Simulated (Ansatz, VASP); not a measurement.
One calculation of ZnSe, two programs

```
CELL_PARAMETERS angstrom
0.00000 2.65651 2.65651
2.65651 0.00000 2.65651
2.65651 2.65651 0.00000
ATOMIC_POSITIONS crystal
Zn 0.00000 0.00000 0.00000
Se 0.50000 0.50000 0.50000
```

Change from the starting cell: volume scaled by 0.97.

Alike in both runs: task single point; functional PBE; k mesh 13 × 13 × 13; occupations fermi-dirac, width 0.08 eV; no spin polarisation.

```csv
,VASP,Ansatz
version,VASP 6.6.1,Ansatz 0.2.0
potentials or method,"VASP PAW PBE potentials, release 64 (Zn, Se), cutoff 520 eV","all-electron LAPW, scalar-relativistic"
```

|  | VASP | Ansatz | Ansatz less VASP |
| --- | --- | --- | --- |
| pressure (GPa) | 2.6 | 2.4 | -0.22 |

Ansatz ran all-electron here, so the differences hold the error of VASP's frozen core and of both bases.
